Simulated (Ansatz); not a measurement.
## Ge₂Sb₂Te₅: computed properties

These are results of DFT PBE, scalar-relativistic, plane waves, PAW (Ansatz), not measurements.

Cutoff 420 eV; k points 12×12×2 on the computed 9-atom cell (Γ-centred); Gaussian smearing, width 0.10 eV; no spin polarisation.

The structure is relaxed at this level of theory with its symmetry kept. Whether it is the stable form of this composition wasn't checked.

It takes space group P-3m1 (No. 164, trigonal). Conventional cell: a = 4.264 Å, b = 4.264 Å, c = 18.066 Å, α = 90.00°, β = 90.00°, γ = 120.00°. Ge (site symmetry 3m) has 3 Te at 2.84 Å as nearest neighbours. Sb (site symmetry 3m) has 6 Te at 3.02 to 3.19 Å as nearest neighbours. Around Te (site symmetry -3m) lie 6 Sb at 3.19 Å. Te (site symmetry 3m) is surrounded by 3 Sb at 3.02 Å and 3 Ge at 3.32 Å. Around Te (site symmetry 3m) lie 3 Ge at 2.84 Å.

| Item | Value |
| --- | --- |
| Volume per atom | 213.3 bohr³ |
| Formation energy from the elements' standard states (uncorrected) | -0.092 eV/atom |
| Kohn–Sham band gap | zero, with almost no states at the Fermi level |
| Density of states at the Fermi level | 0.00 states/eV per cell (so small that it hangs on the mesh: a semimetal, or crossings between mesh points) |
| Löwdin character within 0.5 eV of the Fermi level | Sb 5p 40 %, Te 5p 37 %, Ge 4p 10 % |
| Bader charges (e) | Ge (2 in the cell) 0.34, Sb (2 in the cell) 0.52, Te (1 in the cell) -0.45, Te (2 in the cell) -0.32, Te (2 in the cell) -0.31 |

Spin-orbit coupling is left out, which matters for the bands of heavy elements. The cell holds layers, and where no dispersion correction was added their binding is poorly described.